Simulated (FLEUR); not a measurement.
# Ta (Im-3m) in FLEUR: further runs

The runs below take Ta through band structure, equation of state, with PBE, SCAN.

Program: FLEUR MaX-R8.1 (later development tree). These are calculated values, not measurements. Logs are shortened: lines on timing, memory, paths and dates and some standing lists are left out, and cuts for length are marked.

**Measured values to compare with.**

From “Refinement of the equation of state of tantalum”, 2004, arxiv:cond-mat/0403080, for a bulk crystal of Ta: bulk modulus 194 GPa.

The results are compared with them further down.

**1. The structure**

Symmetry: Im-3m, No. 229, cubic system. Conventional cell: a = 3.303 Å, b = 3.303 Å, c = 3.303 Å, α = 90.00°, β = 90.00°, γ = 90.00°. Around Ta (site symmetry m-3m) lie 8 Ta at 2.86 Å.

**2. Band structure, PBE**

The input, inp.xml:

```xml
<?xml version="1.0" encoding="UTF-8" standalone="no"?>
<fleurInput fleurInputVersion="0.39">
   <comment>
      Ta                                                                                                  
   </comment>
   <calculationSetup>
      <cutoffs Kmax="4.1" Gmax="12.7" GmaxXC="12.7" numbands="0"/>
      <scfLoop itmax="60" minDistance="0.00001" maxIterBroyd="15" imix="Anderson" alpha="0.05" precondParam="0.0" spinf="2.0" sdNocoIR="T"/>
      <coreElectrons ctail="T" frcor="F" kcrel="0" coretail_lmax="0"/>
      <xcFunctional name="pbe" relativisticCorrections="F"/>
      <magnetism jspins="1"/>
      <soc l_soc="F" theta="0.0" phi="0.0" spav="F"/>
      <expertModes spex="0" secvar="F"/>
      <geometryOptimization l_f="F" forcealpha="1.0" forcemix="BFGS" epsdisp="0.00001" epsforce="0.00001"/>
      <ldaU l_linMix="F" mixParam="0.05" spinf="1.0"/>
   </calculationSetup>
   <cell>
      <bzIntegration valenceElectrons="27.0" mode="hist" fermiSmearingEnergy="0.00183747">
         <kPointListSelection listName="default-1"/>
         <!-- k-points included here -->
         <xi:include xmlns:xi="http://www.w3.org/2001/XInclude" href="kpts.xml"> </xi:include>
      </bzIntegration>
      <!-- symmetry operations included here -->
      <xi:include xmlns:xi="http://www.w3.org/2001/XInclude" href="sym.xml"> </xi:include>
      <bulkLattice scale="1.0">
         <bravaisMatrix>
            <row-1>   -3.1204669550294879     3.1204669550294879     3.1204669550294879</row-1>
            <row-2>    3.1204669550294879    -3.1204669550294879     3.1204669550294879</row-2>
            <row-3>    3.1204669550294879     3.1204669550294879    -3.1204669550294879</row-3>
         </bravaisMatrix>
      </bulkLattice>
   </cell>
   <atomSpecies>
      <species name="Tantalum (Ta)" element="Ta" atomicNumber="73">
         <mtSphere radius="2.5" gridPoints="827" logIncrement="0.016"/>
         <atomicCutoffs lmax="10" lnonsphr="10"/>
         <electronConfig flipSpins="F">
            <coreConfig>(1s1/2) (2s1/2) (2p1/2) (2p3/2) (3s1/2) (3p1/2) (3p3/2) (4s1/2) (3d3/2) (3d5/2) (4p1/2) (4p3/2) (4d3/2) (4d5/2)</coreConfig>
            <valenceConfig>(5s1/2) (5p1/2) (5p3/2) (6s1/2) (4f5/2) (4f7/2) (5d3/2) (5d5/2)</valenceConfig>
            <stateOccupation state="(5d3/2)" spinUp="0.600000" spinDown="0.600000"/>
            <stateOccupation state="(5d5/2)" spinUp="0.900000" spinDown="0.900000"/>
         </electronConfig>
         <energyParameters s="6" p="6" d="5" f="4"/>
         <lo type="SCLO" l="0" n="5" eDeriv="0"/>
         <lo type="SCLO" l="1" n="5" eDeriv="0"/>
         <lo type="SCLO" l="2" n="5" eDeriv="2"/>
         <lo type="SCLO" l="3" n="4" eDeriv="2"/>
      </species>
   </atomSpecies>
   <atomGroups>
      <atomGroup species="Tantalum (Ta)">
         <relPos label="                   1">.0000000000 .0000000000 .0000000000</relPos>
         <force calculate="T" relaxXYZ="TTT"/>
      </atomGroup>
   </atomGroups>
   <output dos="F" band="F" slice="F">
      <checks vchk="F" cdinf="F"/>
      <bandDOS minEnergy="-.5*Htr" maxEnergy="0.5*Htr" sigma="0.015" storeEVData="T"/>
      <vacuumDOS vacdos="F" integ="F" star="F" nstars="0" locx1="0.0" locy1="0.0" locx2="0.0" locy2="0.0" nstm="0" tworkf="0.0"/>
      <unfoldingBand unfoldBand="F" supercellX="1" supercellY="1" supercellZ="1"/>
      <plotting iplot="0" polar="F">
         <plot TwoD="T" vec1="  1.0  0.0  0.0" vec2="  0.0  1.0  0.0" vec3="  0.0  0.0  1.0" zero="  0.0  0.0  0.0" file="plot"/>
      </plotting>
      <chargeDensitySlicing numkpt="0" minEigenval="0.0" maxEigenval="0.0" nnne="0" pallst="F"/>
      <specialOutput eonly="F"/>
      <moessbauerParams electricFieldGradient="T" isomerShift="T" coreHyperfine="T" valenceHyperfine="T"/>
      <magneticCircularDichroism mcd="F" energyLo="-10.0" energyUp="0.0"/>
   </output>
  <!-- We include the file relax.xml here to enable relaxations (see documentation) -->
  <xi:include xmlns:xi="http://www.w3.org/2001/XInclude" href="relax.xml"> <xi:fallback/> </xi:include>
</fleurInput>
```

The input, crystal.txt:

```
Ta
&input cartesian=F /
-1.6512800000  1.6512800000  1.6512800000
1.6512800000  -1.6512800000  1.6512800000
1.6512800000  1.6512800000  -1.6512800000
1.8897261246
1.0 1.0 1.0

1
73 0.0000000000  0.0000000000  0.0000000000

&kpt div1=11 div2=11 div3=11 gamma=T /
```

The input, inp.xml (bands):

```
<?xml version="1.0" encoding="UTF-8" standalone="no"?>
<fleurInput fleurInputVersion="0.39">
   <comment>
      Ta                                                                                                  
   </comment>
   <calculationSetup>
      <cutoffs Kmax="4.1" Gmax="12.7" GmaxXC="12.7" numbands="0"/>
      <scfLoop itmax="60" minDistance="0.00001" maxIterBroyd="15" imix="Anderson" alpha="0.05" precondParam="0.0" spinf="2.0" sdNocoIR="T"/>
      <coreElectrons ctail="T" frcor="F" kcrel="0" coretail_lmax="0"/>
      <xcFunctional name="pbe" relativisticCorrections="F"/>
      <magnetism jspins="1"/>
      <soc l_soc="F" theta="0.0" phi="0.0" spav="F"/>
      <expertModes spex="0" secvar="F"/>
      <geometryOptimization l_f="F" forcealpha="1.0" forcemix="BFGS" epsdisp="0.00001" epsforce="0.00001"/>
      <ldaU l_linMix="F" mixParam="0.05" spinf="1.0"/>
   </calculationSetup>
   <cell>
      <bzIntegration valenceElectrons="27.0" mode="hist" fermiSmearingEnergy="0.00183747">
         <kPointListSelection listName="path-1"/>
         <!-- k-points included here -->
         <xi:include xmlns:xi="http://www.w3.org/2001/XInclude" href="kpts.xml"> </xi:include>
      </bzIntegration>
      <!-- symmetry operations included here -->
      <xi:include xmlns:xi="http://www.w3.org/2001/XInclude" href="sym.xml"> </xi:include>
      <bulkLattice scale="1.0">
         <bravaisMatrix>
            <row-1>   -3.1204669550294879     3.1204669550294879     3.1204669550294879</row-1>
            <row-2>    3.1204669550294879    -3.1204669550294879     3.1204669550294879</row-2>
            <row-3>    3.1204669550294879     3.1204669550294879    -3.1204669550294879</row-3>
         </bravaisMatrix>
      </bulkLattice>
   </cell>
   <atomSpecies>
      <species name="Tantalum (Ta)" element="Ta" atomicNumber="73">
         <mtSphere radius="2.5" gridPoints="827" logIncrement="0.016"/>
         <atomicCutoffs lmax="10" lnonsphr="10"/>
         <electronConfig flipSpins="F">
            <coreConfig>(1s1/2) (2s1/2) (2p1/2) (2p3/2) (3s1/2) (3p1/2) (3p3/2) (4s1/2) (3d3/2) (3d5/2) (4p1/2) (4p3/2) (4d3/2) (4d5/2)</coreConfig>
            <valenceConfig>(5s1/2) (5p1/2) (5p3/2) (6s1/2) (4f5/2) (4f7/2) (5d3/2) (5d5/2)</valenceConfig>
            <stateOccupation state="(5d3/2)" spinUp="0.600000" spinDown="0.600000"/>
            <stateOccupation state="(5d5/2)" spinUp="0.900000" spinDown="0.900000"/>
         </electronConfig>
         <energyParameters s="6" p="6" d="5" f="4"/>
         <lo type="SCLO" l="0" n="5" eDeriv="0"/>
         <lo type="SCLO" l="1" n="5" eDeriv="0"/>
         <lo type="SCLO" l="2" n="5" eDeriv="2"/>
         <lo type="SCLO" l="3" n="4" eDeriv="2"/>
      </species>
   </atomSpecies>
   <atomGroups>
      <atomGroup species="Tantalum (Ta)">
         <relPos label="                   1">.0000000000 .0000000000 .0000000000</relPos>
         <force calculate="T" relaxXYZ="TTT"/>
      </atomGroup>
   </atomGroups>
   <output dos="F" band="T" slice="F">
      <checks vchk="F" cdinf="F"/>
      <bandDOS minEnergy="-.5*Htr" maxEnergy="0.5*Htr" sigma="0.015" storeEVData="T"/>
      <vacuumDOS vacdos="F" integ="F" star="F" nstars="0" locx1="0.0" locy1="0.0" locx2="0.0" locy2="0.0" nstm="0" tworkf="0.0"/>
      <unfoldingBand unfoldBand="F" supercellX="1" supercellY="1" supercellZ="1"/>
      <plotting iplot="0" polar="F">
         <plot TwoD="T" vec1="  1.0  0.0  0.0" vec2="  0.0  1.0  0.0" vec3="  0.0  0.0  1.0" zero="  0.0  0.0  0.0" file="plot"/>
      </plotting>
      <chargeDensitySlicing numkpt="0" minEigenval="0.0" maxEigenval="0.0" nnne="0" pallst="F"/>
      <specialOutput eonly="F"/>
      <moessbauerParams electricFieldGradient="T" isomerShift="T" coreHyperfine="T" valenceHyperfine="T"/>
      <magneticCircularDichroism mcd="F" energyLo="-10.0" energyUp="0.0"/>
   </output>
  <!-- We include the file relax.xml here to enable relaxations (see documentation) -->
  <xi:include xmlns:xi="http://www.w3.org/2001/XInclude" href="relax.xml"> <xi:fallback/> </xi:include>
</fleurInput>
```

Potentials or basis: all-electron, FLAPW.

The run is started by

```sh
$ inpgen -f crystal.txt -profile fastHighL
$ # inp.xml edited to the form shown
$ fleur_MPI
$ fleur_MPI   # second run, on inp.xml (bands)
```

Standard output:

```text
Welcome to FLEUR        (www.flapw.de)
      MaX-Release 8.1          (www.max-centre.eu)

 ========== k-point set info ==========
 Selected k-point list: default-1
 k-point list type: mesh
 11 x 11 x 11
 Number of k points: 56

 ------------Calculation Setup---------------------------
 Number of MPI-tasks      :            1
 Number of PE/node        :            1
 Number of OMP-threads    :            1
 Most efficient MPI parallelization for:
           1           2           4           7           8          14          28          56
 Additional eigenvalue parallelization possible
 Number of basis functions:          176
 Approximate size of matrices (H+S) per k-point:         0.000 GB
 --------------------------------------------------------
 Iteration:     1   Distance:      12.67229577 me/bohr^3
 Iteration:     2   Distance:      11.51135482 me/bohr^3
 Iteration:     3   Distance:       5.61081258 me/bohr^3
 Iteration:     4   Distance:       1.26883370 me/bohr^3
 Iteration:     5   Distance:       1.23695812 me/bohr^3
 Iteration:     6   Distance:       0.26007114 me/bohr^3
 Iteration:     7   Distance:       0.11690156 me/bohr^3
 Iteration:     8   Distance:       0.01808110 me/bohr^3
 Iteration:     9   Distance:       0.00247692 me/bohr^3
 Iteration:    10   Distance:       0.00368479 me/bohr^3
 Iteration:    11   Distance:       0.00006546 me/bohr^3
 Iteration:    12   Distance:       0.00018496 me/bohr^3
 Iteration:    13   Distance:       0.00000198 me/bohr^3

 ********************************************************************
 Run finished successfully
 Stop message:
   all done
 ********************************************************************
```

output (bands):

```text
Welcome to FLEUR        (www.flapw.de)
      MaX-Release 8.1          (www.max-centre.eu)

 ========== k-point set info ==========
 Selected k-point list: path-1
 k-point list type: path
 Number of k points: 60

 ------------Calculation Setup---------------------------
 Number of MPI-tasks      :            1
 Number of PE/node        :            1
 Number of OMP-threads    :            1
 Most efficient MPI parallelization for:
           1           2           3           4           5           6          10          12          15          20          30          60
 Additional eigenvalue parallelization possible
 Number of basis functions:          178
 Approximate size of matrices (H+S) per k-point:         0.000 GB
 --------------------------------------------------------
 Fermi energy correction for metals:
 Fermi energy in bands.* files may not be consistent with last density.
 Please correct it manually (e.g. in band.gnu file).

 Note: Band structure data (together with different weights) is also stored in the banddos.hdf file.
       A convenient way of extracting and plotting the data from that file is by making use of the

 ********************************************************************
 Run finished successfully
 Stop message:
   Charge density postprocessing done.
 ********************************************************************
```

out.xml (last iteration):

```text
<iteration numberForCurrentRun="   13" overallNumber="   13">
         <energyParameters units="Htr">
            <atomicEP atomType="1" spin="1" branch="6s" branchLowest="-1.92" branchHighest="2.25" value="0.3391424062"/>
            <atomicEP atomType="1" spin="1" branch="6p" branchLowest="-0.63" branchHighest="3.18" value="0.4722585776"/>
            <atomicEP atomType="1" spin="1" branch="5d" branchLowest="-7.41" branchHighest="1.04" value="0.4951572948"/>
            <atomicEP atomType="1" spin="1" branch="4f" branchLowest="-9.99" branchHighest="-0.17" value="-0.1410223558"/>
            <loAtomicEP atomType="1" spin="1" branch="5s" branchLowest="-19.09" branchHighest="-1.92" value="-1.9420154270"/>
            <loAtomicEP atomType="1" spin="1" branch="5p" branchLowest="-13.96" branchHighest="-0.63" value="-0.7336083616"/>
            <loAtomicEP atomType="1" spin="1" branch="5d" branchLowest="-7.41" branchHighest="1.04" value="0.4916903508"/>
            <loAtomicEP atomType="1" spin="1" branch="4f" branchLowest="-9.99" branchHighest="-0.17" value="-0.1653087179"/>
         </energyParameters>
         <eigenvalues>
            <eigenvaluesAt spin="1" ikpt="1" k_x="0.00000000" k_y="0.00000000" k_z="0.00000000">
                      -1.9460834507       -0.6934195681       -0.6934195681       -0.6934195681       -0.1730974557
                      -0.1730974557       -0.1730974557       -0.1711971652       -0.1711971652       -0.1711971652
                      -0.1693059202        0.2295303342        0.5468975659        0.5468975659        0.5468975659
                       0.6672143923        0.6672143923        1.0588607616        1.0588607616        1.0588607616
                       1.4714219210
            </eigenvaluesAt>
            <eigenvaluesAt spin="1" ikpt="2" k_x="0.00000000" k_y="0.00000000" k_z="0.09090909">
                      -1.9457483667       -0.6971361213       -0.6945676134       -0.6934398105       -0.1730382144
                      -0.1729672119       -0.1729523220       -0.1713240659       -0.1712431710       -0.1712320441
                      -0.1694834122        0.2429255019        0.5383157040        0.5439771769        0.5601849579
                       0.6544163920        0.6673240933        1.0704942143        1.0821181219        1.0929693049
                       1.3785203642
            </eigenvaluesAt>
            <eigenvaluesAt spin="1" ikpt="3" k_x="0.00000000" k_y="0.00000000" k_z="0.18181818">
                      -1.9448475580       -0.7068478915       -0.6976181448       -0.6934963168       -0.1729050095
                      -0.1726186567       -0.1725754324       -0.1716457510       -0.1714268271       -0.1713167754
[... 37 lines left out ...]
         </coreStates>
         <allElectronCharges>
            <spinDependentCharge spin="1" total="73.0000000" interstitial="2.1196802" mtSpheres="70.8803198"/>
            <totalCharge value="73.0000000019"/>
         </allElectronCharges>
         <moessbauerParams unitsHFF="kG" unitsIS="e/bohr^3" unitsEFG="Htr/bohr^2">
            <coreIsomerShift atomType="1" isTotal="1394664.88403">
               <shell n="1" l="0" isomerShift="1169570.26395"/>
               <shell n="2" l="0" isomerShift="165967.70103"/>
               <shell n="2" l="1" isomerShift="9787.63762"/>
               <shell n="3" l="0" isomerShift="37162.30549"/>
               <shell n="3" l="1" isomerShift="2446.39485"/>
               <shell n="4" l="0" isomerShift="9142.99602"/>
               <shell n="3" l="2" isomerShift="0.00094"/>
               <shell n="4" l="1" isomerShift="587.58389"/>
               <shell n="4" l="2" isomerShift="0.00023"/>
            </coreIsomerShift>
            <isomerShift atomType="1" nucleusRadius="0.0001336" averageDensity="1396320.00768"/>
            <electricFieldGradient atomType="1" VXX="0.00000" VYY="0.00000" VZZ="0.00000" asymParam="0.00000">
            </electricFieldGradient>
         </moessbauerParams>
         <totalEnergy                                    value="   -15626.1185135631" units="Htr">
            <sumOfEigenvalues                            value="    -9547.7098452476">
               <coreElectrons value="-9539.3611390310"/>
               <valenceElectrons value="-8.3487062166"/>
            </sumOfEigenvalues>
            <densityCoulombPotentialIntegral value="-26675.9566132064"/>
            <densityEffectivePotentialIntegral value="-27091.5216829754"/>
            <chargeDenXCDenIntegral value="-317.6451305317"/>
            <FockExchangeEnergyValence value="0.0000000000"/>
            <FockExchangeEnergyCore value="0.0000000000"/>
            <atomTypeDependentContributions atomType="1">
               <electronNucleiInteractionDifferentMTs value="19467.4995702769"/>
               <MadelungTerm value="-46.8073438790"/>
            </atomTypeDependentContributions>
            <tkbTimesEntropy value="0.0003033940"/>
            <freeEnergy value="-15626.1188169571"/>
            <extrapolationTo0K value="-15626.1186652601"/>
         </totalEnergy>
         <densityConvergence units="me/bohr^3">
            <chargeDensity spin="1" distance="0.0000019751"/>
         </densityConvergence>
      </iteration>
```

It took 13 s on 1 thread of Arm Neoverse V2, shared host; peak memory 0.06 GiB.

Results:

| Quantity | Value |
| --- | --- |
| Free energy | -425208.3547 eV |
| Band gap along the path | none (metal or under the smearing width) |
| Valence electrons inside the program's atomic spheres | Ta 24.88 (radii Ta 2.5 bohr) |

Levels at the corners of the path, in eV from the Fermi level:
```tsv
point	band 11	band 12	band 13	band 14	band 15	band 16
Γ	-18.76	-7.90	0.73	0.73	0.73	4.01
H	-18.79	-3.80	-3.80	6.84	6.84	6.84
N	-18.79	-4.37	-1.54	1.60	3.89	4.92
Γ	-18.76	-7.90	0.73	0.73	0.73	4.01
P	-18.81	-1.22	-1.22	-1.22	5.10	5.10
H	-18.79	-3.80	-3.80	6.84	6.84	6.84
P	-18.81	-1.22	-1.22	-1.22	5.10	5.10
N	-18.79	-4.37	-1.54	1.60	3.89	4.92
```

Core levels (eV from the Fermi level):
```csv
atom,levels
1 Ta,"1s1/2 -67274.3, 2s1/2 -11546.0, 2p1/2 -11032.9, 2p3/2 -9762.6, 3s1/2 -2640.5, 3p1/2 -2412.7, 3p3/2 -2139.2, 4s1/2 -533.7, 3d3/2 -1755.3, 3d5/2 -1695.8, 4p1/2 -439.9, 4p3/2 -376.9, 4d3/2 -222.9, 4d5/2 -211.3"
```

Caveat: spin-orbit coupling is left out, which moves the levels of the heavy elements.

(Part 1 of 2 ends here.)
